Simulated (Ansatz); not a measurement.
Compressing Ti$_{2}$C: a fit and a missing row

Ti$_{2}$C, R-3m, a = 3.078 Å, c = 14.463 Å. The structure is a Materials Project entry; whether it is the stable form wasn't checked. Ansatz: r2SCAN, PAW, 500 eV, Γ-centred 18×18×18 mesh on 3 atoms, Gaussian smearing 0.10 eV; no spin polarisation. Shape and atoms are relaxed at each volume; pressure is positive in compression.

| V (Å³/atom) | P (GPa) |
| --- | --- |
| 11.602 | ? |
| 11.998 | 16.41 |
| 12.393 | 10.02 |
| 12.789 | 4.61 |
| 13.184 | 0.02 |
| 13.580 | -3.86 |
| 13.975 | -7.11 |
| 14.503 | -10.61 |

Task: Take V0 = 13.184 Å³/atom, count pressures from its P0 = 0.02 GPa, fit the third-order Birch–Murnaghan form to the other rows, and predict the missing pressure.

Result: With the Eulerian strain f = ½[(V0/V)^(2/3) − 1] and y = (P − P0)/[3f(1 + 2f)^(5/2)], the form is the line y = B0 + 1.5 B0 (B0′ − 4) f. Rows (f, y): 0.03243, 144.0; 0.02106, 142.8; 0.01024, 142.0; -0.00977, 139.1; -0.01905, 137.5; -0.03079, 134.9. Means f = 0.0006867, y = 140.05; Σ(Δf)² = 0.003004, ΣΔfΔy = 0.4224; the slope is their ratio. y = 140.0 + 140.6 f GPa, so B0 = 140.0 GPa and B0′ = 4 + 2 × (140.6)/(3 × 140.0) = 4.67. At V = 11.602, f = 0.04448, y = 146.25 and P = 24.17 GPa. The run gave 23.97 GPa, so the fit is 0.20 GPa too high, a small miss on the scale of the series.